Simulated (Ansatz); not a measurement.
# Pb (P6_3/mmc) in Ansatz: further runs

Aim: see how the results for Pb move with the level of theory and the settings. Levels: revPBE, BLYP, r2SCAN. Tasks: band structure.

All numbers are computed with Ansatz 0.2.0; they aren't measurements. Logs are shortened: lines on timing, memory, paths and dates and some standing lists are left out, and cuts for length are marked.

## 1. Starting point

It takes space group P6_3/mmc (No. 194, hexagonal). Conventional cell: a = 3.480 Å, b = 3.480 Å, c = 5.590 Å, α = 90.00°, β = 90.00°, γ = 120.00°. Pb (site symmetry -6m2) has 12 Pb at 3.44 to 3.48 Å as nearest neighbours.

This isn't the form of Pb at room conditions, which is fcc.

## 2. Band structure, revPBE

Input file input.yaml:

```yaml
crystal:
  lattice:
    - [3.48, 0.0, 0.0]
    - [-1.74, 3.0137684052, 0.0]
    - [0.0, 0.0, 5.59]
  atoms:
    - { symbol: Pb, position: [0.6666666667, 0.3333333333, 0.75] }
    - { symbol: Pb, position: [0.3333333333, 0.6666666667, 0.25] }
hamiltonian:
  xc: revpbe
  pseudopotentials: { kind: paw }
kpoints:
  mp_grid: { grid: [9, 9, 5] }
  band_path:
    path:
      - [[0.0, 0.0, 0.0], [0.5, 0.0, 0.0], [0.3333333333, 0.3333333333, 0.0], [0.0, 0.0, 0.0], [0.0, 0.0, 0.5], [0.5, 0.0, 0.5], [0.3333333333, 0.3333333333, 0.5], [0.0, 0.0, 0.5]]
      - [[0.5, 0.0, 0.5], [0.5, 0.0, 0.0]]
      - [[0.3333333333, 0.3333333333, 0.0], [0.3333333333, 0.3333333333, 0.5]]
    npoints: 14
scf:
  occupations: { method: fermi_dirac, width: 0.05 }
  n_extra_bands: 6
output:
  forces: true
  stress: true
  eigenvalues: true
  fatbands: false
```

Potentials or basis: Ansatz PAW.

Command:

```sh
$ ansatz run input.yaml --threads 2 --pin off --max-ram 5632MiB --backend cpu --events-out ev --progress --plain --runs-dir out
```

What it wrote:

```text
Warning: RAYON_NUM_THREADS=2 ignored (pool sized by the plan → 2); use --threads N
scf.n_extra_bands = 6 over 14 filled bands (N_el = 28.0): the run solves 20 bands
Engine: ansatz 0.2.0, aarch64-unknown-linux-gnu
Pseudopotentials: kind: paw
Pseudopotential: Pb, paw, valence charge 14, recommended cutoff 420 eV (normal), Pb.paw.azcp
Functional definition: revPBE
  parameter kappa = 1.245
  parameter beta = 0.06672455060314922
  exchange = pbe_x(kappa = kappa, mu = beta*pi^2/3)
  correlation = pbe_c(beta = beta)
Crystal: 2 atoms, lattice volume = 58.627 Å³
Basis set: ecut = 420 eV, 1117 PW (Γ), exchange–correlation on 48×48×80 points (8 copies of the dense FFT grid, shifted against one another)
Bands: 20, of which v1, the nominal top of the filled ones, is band 14 counted from 1 (13 counted from 0)
Symmetry: 24 space group operations
Space group: P63/mmc (ITA 194), of the structure as read, at distance tolerance 3.9e-5 Å
k-points: 36 of 405
Non-local potential: Pb, projectors of the file, l = 0: 2, l = 1: 2, l = 2: 2, l = 3: 2
PAW form: soft (Blöchl's): semilocal exchange-correlation on the pseudo side does not see the compensation charge
PAW frozen core: Pb, regenerated for the run's functional, and the local potential with it (the file was generated under x = pbe(κ = 0.804, μ = 0.2195149727645171), c = pbe(β = 0.06672455060314922))
PAW one-centre angular grid: Pb, 590 points (default); XC on 64 Gauss nodes
Initial density: superposition of atomic densities (neutral atoms: chi_scale 0, normalization atom), corrected by the library's trained network
Initial wavefunctions: pseudopotential atomic-orbital guess
Functional: x = revpbe(κ = 1.245, μ = 0.2195149727645171), c = pbe(β = 0.06672455060314922)
SCF iter   1: F=—  HF=-23834.402911 eV  |F-HF|=—  |Δ(HF+E_count)|=         —  Δρ=2.20e-3  dr2=2.99e-3  ethr=1.77e-3  ⟨swp⟩=6.8  Hψ=3771  notcnv=0  defer=4
preconditioner: auto → Kerker (q_TF=auto, 2.412 Å⁻¹)  [metal: Δε(μ)=0.092 eV  Ē_g=18.644 eV  σ=0.050 eV  W_gap=0.38  n_scr=22 (ndim 8)  ℏωp=25.7 eV  f_vac=0.000  D(μ)=1.19/eV (n_scr^D=2)]
SCF iter   2: F=—  HF=-23834.400884 eV  |F-HF|=—  |Δ(HF+E_count)|=   2.03e-3  Δρ=1.09e-3  dr2=9.96e-4  ethr=1.07e-5  ⟨swp⟩=2.0  Hψ=1532  notcnv=0  defer=20
SCF iter   3: F=—  HF=-23834.400684 eV  |F-HF|=—  |Δ(HF+E_count)|=   2.00e-4  Δρ=4.46e-4  dr2=1.92e-4  ethr=3.56e-6  ⟨swp⟩=1.0  Hψ=683  notcnv=0  defer=20
SCF iter   4: F=—  HF=-23834.400640 eV  |F-HF|=—  |Δ(HF+E_count)|=   4.32e-5  Δρ=8.60e-5  dr2=3.34e-6  ethr=6.85e-7  ⟨swp⟩=3.0  Hψ=1196  notcnv=0  defer=20
SCF iter   5: F=—  HF=-23834.400637 eV  |F-HF|=—  |Δ(HF+E_count)|=   3.67e-6  Δρ=1.49e-5  dr2=1.63e-7  ethr=1.19e-8  ⟨swp⟩=3.0  Hψ=1208  notcnv=0  defer=20
SCF iter   6: F=-23834.400637 eV  HF=-23834.400637 eV  |F-HF|=1.00e-9  |Δ(HF+E_count)|=   8.25e-8  Δρ=4.55e-6  dr2=1.16e-8  ethr=3.57e-10  ⟨swp⟩=8.8  Hψ=3890  notcnv=0
SCF 1 converged in 6 iterations: F = -23834.400637 eV  dr2 = 1.16e-8
NSCF: frozen V_eff on 129 k-points
SCF converged after 6 iterations
Free energy (F): -23834.400637 eV
Harris-Foulkes:  -23834.400637 eV  (|F-HF|=1.00e-9)
Internal energy: -23834.390279 eV  (E = F + TS)
E sigma→0 (E₀):  -23834.395458 eV
Entropy (-TS):   -0.010358 eV (-5.179 meV/atom)
Fermi energy:    11.535051 eV
--- Per-component energies (eV) ---
  E_band       = -58.467821
  E_kinetic    = 579.110704
  E_local      = -1985.369558  (includes V_loc(G=0)·N_el)
  E_nonlocal   = 698.968774
  E_hartree    = 792.022112
  E_xc         = -442.572532
  E_vxc        = -265.344246  (∫ρ·V_xc dr)
  E_paw        = -20833.112709  (= ΣΔE_a)
  E_vpaw       = -669.874721  (= ΣTr[D̂ρ^β])
  E_aug_tail   = 0.000097  (compensation charges beyond the density's cutoff)
  E_ewald      = -2643.547842
  E_core_change = 0.110676  (= ΣΔE_core)
  E_smearing   = -0.010358  (= −TS)
  E_closure    = 0.000000  (closes the sum)
  Σ components = -23834.400637   (vs F -23834.400637, Δ=0.00e0)
--- Forces (eV/Å), atoms counted from 1 ---
  atom   1  Pb     0.00000000    -0.00000000    -0.00000000
  atom   2  Pb    -0.00000000     0.00000000     0.00000000
  max |Σ_I F_I| component: 9.25e-18 eV/Å
--- Stress (GPa, compression-positive) ---
        4.031429      -0.000000       0.000000
       -0.000000       4.031429      -0.000000
        0.000000      -0.000000       7.964671
  P = ⅓ Tr σ = 5.3425 GPa (53.425 kbar)
--- Band table (eV; the first three rows and the last of 36) ---
  k-point 0: bands = ["-5.6185", "-5.5721", "-5.5721", "-5.5697", "-5.5473", "-5.5473", "-5.4935", "-5.4935", "-5.2976", "-5.2976", "-0.4146", "3.5722", "7.2395", "17.1472", "17.1472", "19.0508", "19.0508", "19.7352", "20.3004", "20.5647"]
  k-point 1: bands = ["-5.6112", "-5.5868", "-5.5868", "-5.5711", "-5.5578", "-5.5578", "-5.4578", "-5.4578", "-5.3082", "-5.3082", "-0.2093", "2.7184", "8.5210", "17.3112", "17.3112", "17.4924", "18.8644", "18.8644", "20.3832", "20.6636"]
  k-point 2: bands = ["-5.5942", "-5.5936", "-5.5936", "-5.5796", "-5.5796", "-5.5786", "-5.3958", "-5.3958", "-5.3416", "-5.3416", "0.4086", "1.4238", "11.0877", "14.1735", "17.7628", "17.7628", "18.3628", "18.3628", "20.6149", "20.8045"]
  k-point 35: bands = ["-5.6177", "-5.6177", "-5.5584", "-5.4609", "-5.4530", "-5.4530", "-5.4335", "-5.4306", "-5.2908", "-5.2908", "4.5166", "4.5166", "9.0495", "9.0495", "9.5197", "10.5330", "16.3307", "16.3307", "19.5166", "21.4382"]
```

It took 2.2 s on 2 threads of Arm Neoverse V2, shared host; peak memory 0.32 GiB.

What came out:

```
Free energy            : -23834.4006 eV
Pressure               : 5.3 GPa
Band gap on the k mesh : none (metal or under the smearing width)
```

Stress tensor (GPa, compression positive):
```
4.03 0.00 0.00
0.00 4.03 0.00
0.00 0.00 7.96
```

Levels at the corners of the path, in eV from the Fermi level:
```tsv
point	band 12	band 13	band 14	band 15	band 16	band 17
Γ	-7.96	-4.30	5.61	5.61	7.52	7.52
M	-7.12	-2.88	-1.40	-0.51	1.80	1.99
K	-7.28	-2.91	-0.44	-0.44	0.84	1.13
Γ	-7.96	-4.30	5.61	5.61	7.52	7.52
A	-10.67	1.05	1.05	6.52	6.52	6.52
L	-7.52	-3.81	-3.81	3.46	3.46	3.80
H	-6.99	-2.62	-2.62	-1.54	-1.54	5.28
A	-10.67	1.05	1.05	6.52	6.52	6.52
L	-7.52	-3.81	-3.81	3.46	3.46	3.80
M	-7.12	-2.88	-1.40	-0.51	1.80	1.99
K	-7.28	-2.91	-0.44	-0.44	0.84	1.13
H	-6.99	-2.62	-2.62	-1.54	-1.54	5.28
```

Caveat: spin-orbit coupling is left out, which moves the levels of the heavy elements; the PAW data sets come from PBE, with cores solved anew for the run's functional, which leaves a small shift of forces and pressure.

## 3. Band structure, BLYP

input.yaml: that of step 2 with these lines changed.

```diff
@@ -9,3 +9,3 @@
 hamiltonian:
-  xc: revpbe
+  xc: blyp
   pseudopotentials: { kind: paw }
```

Potentials or basis: Ansatz PAW.

Command:

```sh
$ ansatz run input.yaml --threads 2 --pin off --max-ram 5632MiB --backend cpu --events-out ev --progress --plain --runs-dir out
```

Wall time 2.3 s (2 threads of Arm Neoverse V2, shared host); peak memory 0.32 GiB.

Results (log left out):

```yaml
Free_energy: -23869.0089 eV
Pressure: 8.1 GPa
Band_gap_on_the_k_mesh: none (metal or under the smearing width)
```

Stress tensor (GPa, compression positive):
```
 6.90  0.00  0.00
 0.00  6.90  0.00
 0.00  0.00 10.39
```

Levels at the corners of the path, in eV from the Fermi level:
| point | band 10 | band 11 | band 12 | band 13 | band 14 | band 15 | band 16 | band 17 | band 18 | band 19 |
| --- | --- | --- | --- | --- | --- | --- | --- | --- | --- | --- |
| Γ | -16.83 | -12.01 | -8.13 | -4.20 | 5.43 | 5.43 | 7.32 | 7.32 | 7.96 | 9.06 |
| M | -16.80 | -8.53 | -7.28 | -2.88 | -1.41 | -0.49 | 1.91 | 1.92 | 5.62 | 6.50 |
| K | -16.83 | -7.47 | -7.47 | -2.81 | -0.43 | -0.43 | 0.81 | 1.13 | 1.13 | 5.36 |
| Γ | -16.83 | -12.01 | -8.13 | -4.20 | 5.43 | 5.43 | 7.32 | 7.32 | 7.96 | 9.06 |
| A | -16.90 | -10.74 | -10.74 | 1.03 | 1.03 | 6.32 | 6.32 | 6.32 | 6.32 | 9.54 |
| L | -16.81 | -7.71 | -7.71 | -3.73 | -3.73 | 3.36 | 3.36 | 3.68 | 3.68 | 7.32 |
| H | -16.82 | -7.20 | -7.20 | -2.56 | -2.56 | -1.46 | -1.46 | 5.11 | 5.11 | 9.50 |
| A | -16.90 | -10.74 | -10.74 | 1.03 | 1.03 | 6.32 | 6.32 | 6.32 | 6.32 | 9.54 |
| L | -16.81 | -7.71 | -7.71 | -3.73 | -3.73 | 3.36 | 3.36 | 3.68 | 3.68 | 7.32 |
| M | -16.80 | -8.53 | -7.28 | -2.88 | -1.41 | -0.49 | 1.91 | 1.92 | 5.62 | 6.50 |
| K | -16.83 | -7.47 | -7.47 | -2.81 | -0.43 | -0.43 | 0.81 | 1.13 | 1.13 | 5.36 |
| H | -16.82 | -7.20 | -7.20 | -2.56 | -2.56 | -1.46 | -1.46 | 5.11 | 5.11 | 9.50 |

Caveat: spin-orbit coupling is left out, which moves the levels of the heavy elements; the PAW data sets come from PBE, with cores solved anew for the run's functional, which leaves a small shift of forces and pressure.

## 4. Band structure, r2SCAN

input.yaml: that of step 3 with these lines changed.

```diff
@@ -9,3 +9,3 @@
 hamiltonian:
-  xc: blyp
+  xc: r2scan
   pseudopotentials: { kind: paw }
@@ -27 +27,5 @@
   fatbands: false
+  write_density: true
+  write_potential: true
+  elf: true
+  volumetric_format: npy
```

Potentials or basis: Ansatz PAW.

Command:

```sh
$ ansatz run input.yaml --threads 2 --pin off --max-ram 5632MiB --backend cpu --events-out ev --progress --plain --runs-dir out
```

What it wrote:

```text
Warning: RAYON_NUM_THREADS=2 ignored (pool sized by the plan → 2); use --threads N
scf.n_extra_bands = 6 over 14 filled bands (N_el = 28.0): the run solves 20 bands
[... 2 set-up lines as earlier in the session ...]
Pseudopotential: Pb, paw, valence charge 14, recommended cutoff 500 eV (meta_gga), Pb.paw.azcp
Functional definition: r2SCAN
  parameter k0 = 0.174
  parameter k1 = 0.065
  parameter a1 = 4.9479
  exchange = r2scan_x(k0 = k0, k1 = k1, a1 = a1)
  correlation = r2scan_c
Crystal: 2 atoms, lattice volume = 58.627 Å³
Basis set: ecut = 500 eV, 1473 PW (Γ), exchange–correlation on 108×108×180 points (64 copies of the dense FFT grid, shifted against one another)
Bands: 20, of which v1, the nominal top of the filled ones, is band 14 counted from 1 (13 counted from 0)
[... 2 set-up lines as earlier in the session ...]
k-points: 36 of 405
[... 2 set-up lines as earlier in the session ...]
PAW frozen core: Pb, regenerated for the run's functional (the file was generated under x = pbe(κ = 0.804, μ = 0.2195149727645171), c = pbe(β = 0.06672455060314922))
PAW one-centre angular grid: Pb, 590 points (default); XC on 160 Gauss nodes
[... 2 set-up lines as earlier in the session ...]
Functional: x = r2scan, c = r2scan; τ floored in thin density (d = 2e-4 eV/Å³)
[... 14 lines left out ...]
Internal energy: -23841.618514 eV  (E = F + TS)
E sigma→0 (E₀):  -23841.623100 eV
Entropy (-TS):   -0.009172 eV (-4.586 meV/atom)
Fermi energy:    11.382981 eV
--- Per-component energies (eV) ---
  E_band       = -77.492104
  E_kinetic    = 578.390041
  E_local      = -1989.656110  (includes V_loc(G=0)·N_el)
  E_nonlocal   = 700.758433
  E_hartree    = 795.085789
  E_xc         = -416.564069
  E_vxc        = -290.760424  (∫ρ·V_xc dr)
  E_paw        = -20868.015799  (= ΣΔE_a)
  E_vpaw       = -687.879454  (= ΣTr[D̂ρ^β])
  E_aug_tail   = 0.000039  (compensation charges beyond the density's cutoff)
  E_vtau       = 21.480180  (kinetic-family band-sum trace: ∫τ·v_τ [+ j·A + Jᵃ·Aᵃ] dr)
  E_ewald      = -2643.547842
  E_core_change = 1.931005  (= ΣΔE_core)
  E_smearing   = -0.009172  (= −TS)
  E_closure    = 0.000000  (closes the sum)
  Σ components = -23841.627686   (vs F -23841.627686, Δ=0.00e0)
--- Forces (eV/Å), atoms counted from 1 ---
  atom   1  Pb     0.00000000    -0.00000000    -0.00000000
  atom   2  Pb    -0.00000000     0.00000000     0.00000000
  max |Σ_I F_I| component: 1.85e-17 eV/Å
--- Stress (GPa, compression-positive) ---
        1.499888      -0.000000       0.000000
        0.000000       1.499888      -0.000000
        0.000000      -0.000000       5.649297
  P = ⅓ Tr σ = 2.8830 GPa (28.830 kbar)
--- Band table (eV; the first three rows and the last of 36) ---
  k-point 0: bands = ["-6.4276", "-6.3781", "-6.3781", "-6.3740", "-6.3519", "-6.3519", "-6.2940", "-6.2940", "-6.0841", "-6.0841", "-1.1263", "3.0765", "6.8932", "17.1877", "17.1877", "19.1972", "19.1972", "19.9151", "20.7366", "21.1091"]
  k-point 1: bands = ["-6.4195", "-6.3938", "-6.3938", "-6.3755", "-6.3630", "-6.3630", "-6.2558", "-6.2558", "-6.0955", "-6.0955", "-0.9105", "2.1729", "8.2444", "17.3599", "17.3599", "17.6284", "18.9978", "18.9978", "20.8234", "21.2056"]
  k-point 2: bands = ["-6.4010", "-6.4010", "-6.4008", "-6.3862", "-6.3862", "-6.3836", "-6.1895", "-6.1895", "-6.1314", "-6.1314", "-0.2607", "0.8080", "10.9401", "14.1719", "17.8342", "17.8342", "18.4658", "18.4658", "21.0711", "21.3095"]
  k-point 35: bands = ["-6.4269", "-6.4269", "-6.3617", "-6.2593", "-6.2513", "-6.2513", "-6.2311", "-6.2264", "-6.0762", "-6.0762", "4.0629", "4.0629", "8.7577", "8.7577", "9.3207", "10.3687", "16.3625", "16.3625", "19.9422", "21.8543"]
```

bands.tsv:

```text
# k_distance	band_0	band_1	band_2	band_3	band_4	band_5	band_6	band_7	band_8	band_9	band_10	band_11	band_12	band_13	band_14	band_15	band_16	band_17	band_18	band_19
# fermi_ev = 11.382981
[... 146 lines left out ...]
7.301574	-17.812715	-17.812715	-17.727141	-17.645634	-17.633235	-17.633235	-17.621336	-17.616881	-17.457354	-17.457354	-7.303529	-7.303529	-2.693928	-2.693928	-1.931350	-1.180044	5.205223	5.205223	8.913097	10.204026
7.341717	-17.814923	-17.814923	-17.704771	-17.661067	-17.632458	-17.632458	-17.625293	-17.620356	-17.455856	-17.455856	-7.289993	-7.289993	-2.748273	-2.748273	-1.757814	-1.381117	5.400603	5.400603	9.368150	9.976112
7.381860	-17.815663	-17.815663	-17.682354	-17.682354	-17.632201	-17.632201	-17.623472	-17.623472	-17.455349	-17.455349	-7.285363	-7.285363	-2.766524	-2.766524	-1.574081	-1.574081	5.470351	5.470351	9.836235	9.836235
```

rho_z.tsv:

```text
# z_ang	rho[e/angstrom^3]
# format = ansatz-planar-average/11
# lattice	3.480000000	0.000000000	0.000000000
# lattice	-1.740000000	3.013768405	0.000000000
# lattice	0.000000000	0.000000000	5.590000000
# sites	2
# site	82	1.740000000	1.004589468	4.192500000
# site	82	0.000000000	2.009178937	1.397500000
0.000000	1.151901e-1
0.124222	1.201178e-1
0.248444	1.358742e-1
0.372667	1.651227e-1
0.496889	2.130803e-1
0.621111	2.883246e-1
0.745333	3.988204e-1
0.869556	5.450307e-1
0.993778	7.158117e-1
1.118000	8.876569e-1
1.242222	1.026151e0
1.366444	1.094431e0
1.490667	1.071003e0
1.614889	9.634977e-1
1.739111	8.035420e-1
1.863333	6.285314e-1
1.987556	4.678671e-1
2.111778	3.388911e-1
2.236000	2.466962e-1
2.360222	1.862884e-1
2.484444	1.485690e-1
2.608667	1.265147e-1
2.732889	1.164051e-1
2.857111	1.164051e-1
2.981333	1.265147e-1
3.105556	1.485690e-1
3.229778	1.862884e-1
3.354000	2.466962e-1
3.478222	3.388911e-1
3.602444	4.678671e-1
3.726667	6.285314e-1
3.850889	8.035420e-1
3.975111	9.634977e-1
4.099333	1.071003e0
4.223556	1.094431e0
4.347778	1.026151e0
4.472000	8.876569e-1
4.596222	7.158117e-1
4.720444	5.450307e-1
4.844667	3.988204e-1
4.968889	2.883246e-1
5.093111	2.130803e-1
5.217333	1.651227e-1
5.341556	1.358742e-1
5.465778	1.201178e-1
```

It took 5.6 s on 2 threads of Arm Neoverse V2, shared host; peak memory 0.48 GiB.

Results:

```
Free energy            : -23841.6277 eV
Pressure               : 2.9 GPa
Band gap on the k mesh : none (metal or under the smearing width)
```

Stress tensor (GPa, compression positive):
```
1.50 0.00 0.00
0.00 1.50 0.00
0.00 0.00 5.65
```

Levels at the corners of the path, in eV from the Fermi level:
```
point  band 12  band 13  band 14  band 15  band 16  band 17
    Γ    -8.31    -4.49     5.80     5.80     7.81     7.81
    M    -7.42    -2.98    -1.49    -0.57     1.95     2.04
    K    -7.60    -2.99    -0.45    -0.45     0.84     1.14
    Γ    -8.31    -4.49     5.80     5.80     7.81     7.81
    A   -11.16     1.12     1.12     6.76     6.76     6.76
    L    -7.85    -3.98    -3.98     3.58     3.58     3.94
    H    -7.29    -2.77    -2.77    -1.57    -1.57     5.47
    A   -11.16     1.12     1.12     6.76     6.76     6.76
    L    -7.85    -3.98    -3.98     3.58     3.58     3.94
    M    -7.42    -2.98    -1.49    -0.57     1.95     2.04
    K    -7.60    -2.99    -0.45    -0.45     0.84     1.14
    H    -7.29    -2.77    -2.77    -1.57    -1.57     5.47
```

Caveat: spin-orbit coupling is left out, which moves the levels of the heavy elements; the PAW data sets come from PBE, with cores solved anew for the run's functional, which leaves a small shift of forces and pressure.

## 5. Summary

| level | cutoff (eV) | gap on the mesh (eV) | pressure (GPa) |
| --- | --- | --- | --- |
| revPBE | 420 | none | 5.3 |
| BLYP | 420 | none | 8.1 |
| r2SCAN | 500 | none | 2.9 |

Alike in all rows: task band structure; potentials or basis Ansatz PAW; no spin polarisation; cell as given; k mesh 9 × 9 × 5; smearing fermi-dirac 0.05 eV.

Every run on the cell as given and a fine mesh finds a metal. The pressure there spans 2.9 GPa (r2SCAN) to 8.1 GPa (BLYP); a positive pressure means that this level wants a larger cell, a negative one a smaller.

Caveats: spin-orbit coupling is left out, which moves the levels of the heavy elements; the PAW data sets come from PBE, with cores solved anew for the run's functional, which leaves a small shift of forces and pressure.

Absolute energies hang on the potentials; compare differences alone.
